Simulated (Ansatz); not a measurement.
GaSb (COD cell start) from one functional to the next

The compound was started in one structure type and brought to zero pressure at each level (plane-wave PAW code Ansatz, Gaussian smearing of 0.05 eV, scalar-relativistic unless SOC, spin–orbit coupling, is named).

The start was a cell as deposited in COD.

The cell at PBEsol (neighbours within 15 % of each site's shortest distance, so a longer bond may be listed from one end only): Symmetry: F-43m, No. 216, cubic system. The conventional cell has a = 6.111 Å, b = 6.111 Å, c = 6.111 Å, α = 90.00°, β = 90.00°, γ = 90.00°. Ga (site symmetry -43m) is surrounded by 4 Sb at 2.65 Å. Around Sb (site symmetry -43m) lie 4 Ga at 2.65 Å.

```tsv
level	cutoff (eV)	k-mesh	final group	a (Å)	V (Å³/atom)	gap (eV)	B0 (GPa)	E_f (eV/atom)
PBEsol	420	10×10×10	F-43m	6.111	28.53	metal	51	-0.12
r²SCAN	500	10×10×10	F-43m	6.131	28.81	0.42	–	-0.24
```

Question: Estimate the row for PBE (420 eV, 10×10×10 mesh).

Answer: final group F-43m, a (Å) 6.214, V (Å³/atom) 29.99, gap (eV) metal, B0 (GPa) 45, E_f (eV/atom) -0.16.

Volumes against PBE: PBEsol −4.9 %, r²SCAN −3.9 %. PBEsol < PBE is the usual order of volumes: a stronger gradient correction lowers the energy of inhomogeneous, expanded densities and so lengthens the bonds (here 1.7 % in length from PBEsol to PBE, a third of the change in volume). Of these two, the larger cell is the softer: stretching the PBEsol crystal to the PBE volume along its own (Murnaghan) curve would take its modulus to B0 (V0/V)^B0′ = 51 × (28.53/29.99)^4.7 = 40 GPa, against 45 GPa found, so volume alone would soften it more than is found. The formation energy spans 0.12 eV/atom over the functionals (r²SCAN lowest, PBEsol highest); the spread holds the functional's effect on the elements as well as on the compound.

Spin–orbit coupling is left out, which matters for the heaviest elements here. The PAW datasets are PBE ones. Gaps are (generalised) Kohn–Sham gaps. E_f is the formation energy from the elements run alike, at 0 K, without zero-point energy; it is good to about 0.01 eV/atom as a calculation.

All runs used the PAW datasets of the set soft_2.
